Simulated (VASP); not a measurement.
Wanted: the native input for a VASP 6.6.1 run.

* Task: single point
* Functional: PBE
* Potentials or basis: VASP PAW PBE potentials, release 64 (Se, In_d)
* Cutoff: 520 eV
* k mesh: 2 × 2 × 2
* Occupations: methfessel-paxton, width 0.15 eV
* Spin: no spin polarisation
* Dipole correction: no
* Further INCAR settings: LREAL = Auto; ALGO = Fast; EDIFF = 1e-06; NBANDS = 86

The structure of In8Se7 (a cell with a defect) lies in POSCAR:

```
In8Se7
1.0
    3.9849065200      6.9020605600      0.0000000000
   -3.9849065200      6.9020605600      0.0000000000
    0.0000000000     -2.3006868500      8.4081540000
Se In
7 8
Direct
    0.4147625477     -0.0880858855      0.4802209855
    0.4157227197      0.4156795568      0.5121165716
    0.3177487412      0.8086541088      0.8579692998
    0.8078678121      0.3183875721      0.8580054552
    0.9114079178      0.4150682948      0.4803231482
    0.8067472881      0.8076230928      0.8585102033
    0.9111162907      0.9118071475      0.4792638194
    0.0007579981      0.0013241344     -0.0024905586
    0.0538283962      0.0541257683      0.3266686124
    0.0485614547      0.4761004676     -0.0069803669
    0.0684465787      0.5479188048      0.3324603712
    0.4745117907      0.0506727391     -0.0077175085
    0.5473842925      0.0686463371      0.3315769430
    0.4730765688      0.4738284058     -0.0094439279
    0.5462050575      0.5467184949      0.3332637580
```

The input as run:

INCAR

```
SYSTEM = In8Se7
  PREC = Accurate
  ENCUT = 520
  EDIFF = 1E-6
  ISMEAR = 1
  SIGMA = 0.15
  LREAL = Auto
  LASPH = .TRUE.
  NELM = 100
  ALGO = Fast
  ISIF = 2
  LWAVE = .FALSE.
  LCHARG = .FALSE.
  GGA = PE
  NBANDS = 86
```

KPOINTS

```
regular mesh
0
G
  2 2 2
  0 0 0
```

Potentials or basis: VASP PAW PBE potentials, release 64 (Se, In_d).

Run with:

```console
$ cat potpaw_PBE.64/Se/POTCAR potpaw_PBE.64/In_d/POTCAR > POTCAR
$ mpirun -np 1 vasp_std > vasp.out
```

It gave:

The pressure is 1.1 GPa, the largest force is 0.028 eV/Å and the band gap on the k mesh is 0.35 eV, indirect (least direct gap 0.55 eV).

Caveat: the k mesh is coarse (spacing up to 0.46 Å⁻¹), so the values aren't converged; spin-orbit coupling is left out, which moves the levels of the heavy elements.

Run time: 8.4 min on 1 thread of Intel(R) Xeon(R) 6975P-C (Granite Rapids), on a shared host, peak memory 0.63 GiB.
